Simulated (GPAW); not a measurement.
Runs of GPAW 26.7.0 on HfB2. The structure is hexagonal, space group P6/mmm (No. 191). The conventional cell has a = 3.140 Å, b = 3.140 Å, c = 3.480 Å, α = 90.00°, β = 90.00°, γ = 120.00°. Hf (site symmetry 6/mmm) has 12 B at 2.51 Å as nearest neighbours. Around B (site symmetry -6m2) lie 3 B at 1.81 Å. 

| task | level | potentials or basis | spin | U | k mesh | smearing | band path | band points | spin axis theta (degrees) | spin axis phi (degrees) | eigensolver | gap on the mesh (eV) | pressure (GPa) |
| --- | --- | --- | --- | --- | --- | --- | --- | --- | --- | --- | --- | --- | --- |
| band structure | r2SCAN | GPAW PAW data sets (gpaw-data 1.2.1), pw | SOC, no magnetisation | - | 7 × 7 × 6 | fermi-dirac 0.05 eV | GMKGALHA,LM,KH | 80 | 90 | 45 | - | - | (b) |
| band structure | PBEsol | PAW data sets generated in the run's folder for this functional, pw | off | - | 10 × 10 × 8 | fermi-dirac 0.05 eV | GMKGALHA,LM,KH | 60 | - | - | - | - | -3.5 |
| band structure | LDA | the program's PAW data sets (release 1.2.1) made for this functional, pw | off | - | 10 × 10 × 8 | fermi-dirac 0.05 eV | GMKGALHA,LM,KH | 100 | - | - | - | - | -9.7 |
| band structure | revPBE | the program's PAW data sets (release 1.2.1) made for this functional, pw | off | - | 10 × 10 × 8 | fermi-dirac 0.05 eV | GMKGALHA,LM,KH | 60 | - | - | - | - | 5.5 |
| band structure | PBEsol | PAW data sets generated in the run's folder for this functional, pw | SOC, no magnetisation | - | 7 × 7 × 6 | fermi-dirac 0.05 eV | GMKGALHA,LM,KH | 60 | 54.7 | 45 | - | - | -3.5 |
| single point | PBEsol+D4 | PAW data sets generated in the run's folder for this functional, pw | off | - | 10 × 10 × 8 | fermi-dirac 0.1 eV | - | - | - | - | - | none | (a) |
| electron localisation function | LDA+U | the program's PAW data sets (release 1.2.1) made for this functional, pw | off | Hf d U = 4 eV | 10 × 10 × 8 | improved-tetrahedron-method | - | - | - | - | - | none | 1.7 |
| single point | RPBE | the program's PAW data sets (release 1.2.1) made for this functional, pw | off | - | 10 × 10 × 8 | gaussian 0.05 eV | - | - | - | - | - | none | 6.6 |
| band structure | RPBE | the program's PAW data sets (release 1.2.1) made for this functional, pw | off | - | 10 × 10 × 8 | fermi-dirac 0.05 eV | GMKGALHA,LM,KH | 60 | - | - | - | - | 6.6 |
| band structure | BLYP | PAW data sets generated in the run's folder for this functional, pw | off | - | 10 × 10 × 8 | fermi-dirac 0.05 eV | GMKGALHA,LM,KH | 80 | - | - | davidson | - | 7.8 |

Alike in all rows: cell as given; cutoff (eV) 800.

Task: Estimate the missing entries.

Result: (a) -6.7; (b) 0.4.

Caveats: spin-orbit coupling is left out, which moves the levels of the heavy elements (some runs); spin-orbit coupling was added after a scalar SCF, so levels and gaps hold it while energy, forces, pressure and moments don't (some runs); this program's spin-orbit splittings come out too wide for heavy elements (some runs); the PAW data sets were made with another functional, which shifts forces and pressure a little (some runs); pairwise dispersion overbinds metals, which lowers pressure and volume (some runs); U without spin polarisation on a metal has little footing (some runs); the U is typed as a test and isn't derived for this compound (some runs).

A k mesh can miss the band edges, and rows without SOC leave out spin-orbit coupling on Hf.

A gap of «none» marks a metal or a gap under the smearing width.

Runs at the PBE level aren't shown here.
